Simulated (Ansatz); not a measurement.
Random displacements in BN

Method: DFT r2SCAN, scalar-relativistic, plane waves, PAW in Ansatz 0.2.0. Cutoff 500 eV, Γ-centred 6×6×6 k-points, Gaussian smearing of 0.05 eV. No spin polarisation. Energies are free energies at this smearing, counted from the undisturbed cell; pressure is positive in compression.

Zero of the scan (relaxed at this level):

```
B N
1.0
     3.60963    0.00000    0.00000
     0.00000   -3.60963    0.00000
     0.00000    0.00000   -3.60963
B N
4 4
Direct
  0.00000 0.00000 0.00000
  0.50000 0.50000 0.00000
  0.50000 0.00000 0.50000
  0.00000 0.50000 0.50000
  0.75000 0.75000 0.75000
  0.25000 0.25000 0.75000
  0.25000 0.75000 0.25000
  0.75000 0.25000 0.25000
```

After a displacement of all atoms with no net shift and a strain of the cell, the run gives ΔE = 863.6 meV/atom; stress (xx, yy, zz, yz, xz, xy; compression positive) (97.62, 84.32, 115.31, 16.70, 15.88, 8.02) GPa; gap on the mesh 2.16 eV.

```
atom Fx (eV/Å) Fy Fz
  B1      0.344  -2.484  -0.721
  B2      0.684   7.581   2.917
  B3     -3.444  -7.043   5.960
  B4      6.713   4.336   7.476
  N5     -5.482  -5.969  -9.060
  N6      8.242   5.856  -1.000
  N7      2.433  -5.595  -6.906
  N8     -9.490   3.319   1.334
```

(1) Which displacements (Å, in the unstrained cell) and strain were applied?

## Answers

(1)
```tsv
atom	ux	uy	uz
B1	0.01	0.02	0.04
B2	0.04	-0.15	-0.07
B3	0.02	0.15	-0.10
B4	-0.09	0.00	-0.11
N5	0.04	0.05	0.14
N6	-0.12	-0.12	-0.02
N7	-0.07	0.07	0.14
N8	0.17	-0.02	-0.03
```
Strain (Voigt, engineering shear): (-0.0418, -0.0214, -0.0733, -0.0104, -0.0147, 0.0350).

Cost: 1 run of about 0.19 core-minutes, on Intel Xeon 6975P-C (Granite Rapids) (shared hosts).